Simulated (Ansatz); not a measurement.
# Ta6S: the cost of one run

Method: DFT PBE, scalar-relativistic, plane waves, PAW, in Ansatz 0.2.0.

### 1 The starting structure

The structure is cubic, space group Pm-3m (No. 221). The conventional cell has a = 4.970 Å, b = 4.970 Å, c = 4.970 Å, α = 90.00°, β = 90.00°, γ = 90.00°. Ta (site symmetry 4mm) has 5 Ta at 1.99 to 2.11 Å as nearest neighbours. S (site symmetry m-3m) is surrounded by 24 Ta at 3.65 Å.

As a file:

```cif
data_structure
_symmetry_space_group_name_H-M 'Pm-3m'
_symmetry_Int_Tables_number 221
_cell_length_a 4.9698
_cell_length_b 4.9698
_cell_length_c 4.9698
_cell_angle_alpha 90.000
_cell_angle_beta 90.000
_cell_angle_gamma 90.000
_cell_volume 122.75
loop_
_atom_site_label
_atom_site_type_symbol
_atom_site_symmetry_multiplicity
_atom_site_Wyckoff_symbol
_atom_site_fract_x
_atom_site_fract_y
_atom_site_fract_z
_atom_site_occupancy
Ta1 Ta 6 f 0.50000 0.50000 0.20000 1
S1 S 1 a 0.00000 0.00000 0.00000 1
```

(A quick probe on a coarse mesh, which set the mesh and smearing, is not shown.)

### 3 Rough relaxation on the coarse mesh

File input.yaml:

```yaml
crystal:
  lattice:
    - [4.9697850863, 0.0, 0.0]
    - [0.0, 4.9697850863, 0.0]
    - [0.0, 0.0, 4.9697850863]
  atoms:
    - { symbol: Ta, position: [0.5, 0.5, 0.2] }
    - { symbol: Ta, position: [0.5, 0.5, 0.8] }
    - { symbol: Ta, position: [0.2, 0.5, 0.5] }
    - { symbol: Ta, position: [0.8, 0.5, 0.5] }
    - { symbol: Ta, position: [0.5, 0.2, 0.5] }
    - { symbol: Ta, position: [0.5, 0.8, 0.5] }
    - { symbol: S, position: [0.0, 0.0, 0.0] }
basis:
  ecutwfc: 420
kpoints:
  mp_grid: { grid: [4, 4, 4] }
hamiltonian:
  xc: pbe
scf:
  occupations: { method: gaussian, width: 0.1 }
  lower_state_search: "off"
output:
  forces: true
  stress: true
  eigenvalues: true
relax:
  adjacent_minimum: "off"
  f_tol: 0.04
  max_steps: 70
  cell: { stress_tol: 0.4 }
```

Launch:

```
ansatz run input.yaml --threads 1 --pin off --max-ram 2560MiB --backend cpu --events-out ev --progress --plain --runs-dir out
```

What time and memory should one allow on 1 thread of an x86-64 CPU, shared host?

About 3.2 min, with a peak of 0.53 GiB.
